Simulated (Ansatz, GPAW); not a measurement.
## SnTe: programs and potentials compared

```
Te Sn
1.0
     0.00000    3.15085    3.15085
     3.15085    0.00000    3.15085
     3.15085    3.15085    0.00000
Te Sn
1 1
Direct
  0.50000 0.50000 0.50000
  0.00000 0.00000 0.00000
```

Alike in all runs: task single point; functional PBE; k mesh 7 × 7 × 7; occupations gaussian, width 0.014 eV; no spin polarisation; no spin-orbit coupling. Pressure is positive in compression and, in plane waves, holds the error of the finite cutoff, which Ansatz's Pulay term estimates and takes out.

| program and potentials | plane-wave cutoff (eV) | notes | pressure (GPa) |
| --- | --- | --- | --- |
| Ansatz, Ansatz PAW | 420 | 15 valence electrons an atom on average; Pulay term of +0.03 GPa included | 2.23 |
| GPAW, GPAW PAW data sets (gpaw-data 1.2.1) | 600 | 10 valence electrons an atom on average | 1.95 |
| Ansatz, all-electron LAPW, scalar-relativistic | - | - | 2.23 |

The pressure spans 1.95 (GPAW, GPAW PAW data sets (gpaw-data 1.2.1)) to 2.23 GPa (Ansatz, all-electron LAPW, scalar-relativistic), with all-electron results at 2.23.

Differences between rows come from potentials, basis sets and numerical settings, since the functional is the same but for its coding. Runs on potential files found faulty are left out.
